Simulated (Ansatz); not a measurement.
# SnSe2: the cost of one run

Method: DFT PBEsol, scalar-relativistic, plane waves, PAW, in Ansatz 0.2.0.

The COD entry's cell or inner coordinates are ideal or old and differ from later refinements, so a difference from it is no clean test against experiment.

3 further runs of the same task are left out: 3 set aside as unsound or not needed.

## 1. The structure to begin with

Symmetry: P-3m1, No. 164, trigonal system. Conventional cell: a = 3.819 Å, b = 3.819 Å, c = 6.146 Å, α = 90.00°, β = 90.00°, γ = 120.00°. Sn (site symmetry -3m) has 6 Se at 2.72 Å as nearest neighbours. Se (site symmetry 3m) is surrounded by 3 Sn at 2.72 Å.

As a file:

```
CELL_PARAMETERS angstrom
3.81892 0.00000 0.00000
-1.90946 3.30728 0.00000
0.00000 0.00000 6.14557
ATOMIC_POSITIONS crystal
Sn 0.00000 0.00000 0.00000
Se 0.33333 0.66667 0.25807
Se 0.66667 0.33333 0.74193
```

It is the result of an earlier relaxation at this level (volume 25.87 Å³/atom; gap on the mesh: 0.48 eV).

The bulk reference comes from a run made before at the same settings: -5599.7403 eV/atom.

## 2. The (100) slab

Planes are indexed in the bulk's conventional cell (P-3m1 (No. 164)), a = 3.819 Å, b = 3.819 Å, c = 6.146 Å, α = 90.00°, β = 90.00°, γ = 120.00°.

The slab is a (100) slab, 12.1 Å thick as cut, with 15 Å of vacuum; its outer planes are Se (top) and Sn (bottom).

The slab as cut. Its planes from the bottom up:

| plane | atoms per cell | height over the lowest (Å) |
| --- | --- | --- |
| 1 | Sn | 0.00 |
| 2 | Se | 1.10 |
| 3 | Se | 2.20 |
| 4 | Sn | 3.31 |
| 5 | Se | 4.41 |
| 6 | Se | 5.51 |
| 7 | Sn | 6.61 |
| 8 | Se | 7.72 |
| 9 | Se | 8.82 |
| 10 | Sn | 9.92 |
| 11 | Se | 11.02 |
| 12 | Se | 12.13 |

## 3. Single point on the unrelaxed (100) slab

The cell repeats along c, and a dipole correction in the vacuum removes the field between the copies.

input.yaml

```yaml
crystal:
  lattice:
    - [3.8189235646, 0.0, 0.0]
    - [0.0, 6.1455711382, 0.0]
    - [0.0, 0.0, 27.1267110141]
  atoms:
    - { symbol: Sn, position: [0.5, 0.0, 0.2764802558] }
    - { symbol: Se, position: [0.0, 0.7419283954, 0.3171202093] }
    - { symbol: Se, position: [0.5, 0.2580716046, 0.3577601628] }
    - { symbol: Sn, position: [0.0, 0.0, 0.3984001163] }
    - { symbol: Se, position: [0.5, 0.7419283954, 0.4390400698] }
    - { symbol: Se, position: [0.0, 0.2580716046, 0.4796800233] }
    - { symbol: Sn, position: [0.5, 0.0, 0.5203199767] }
    - { symbol: Se, position: [0.0, 0.7419283954, 0.5609599302] }
    - { symbol: Se, position: [0.5, 0.2580716046, 0.6015998837] }
    - { symbol: Sn, position: [0.0, 0.0, 0.6422398372] }
    - { symbol: Se, position: [0.5, 0.7419283954, 0.6828797907] }
    - { symbol: Se, position: [0.0, 0.2580716046, 0.7235197442] }
basis:
  ecutwfc: 420
kpoints:
  mp_grid: { grid: [9, 6, 1] }
hamiltonian:
  xc: pbesol
scf:
  occupations: { method: gaussian, width: 0.05 }
output:
  forces: true
  stress: true
  eigenvalues: true
  write_density: true
  write_potential: true
  elf: true
  volumetric_format: npy
efield:
  axis: 3
  dipole_correction: true
  ramp_width: 0.04
```

Started as:

```
$ ansatz run input.yaml --threads 1 --pin off --max-ram 2560MiB --backend cpu --events-out ev --progress --plain --runs-dir out
```

**Question.** How long does this run take on 1 thread of Arm Neoverse N1, shared host, and how much memory does it need?

About 8.6 min, with a peak of 1.4 GiB.
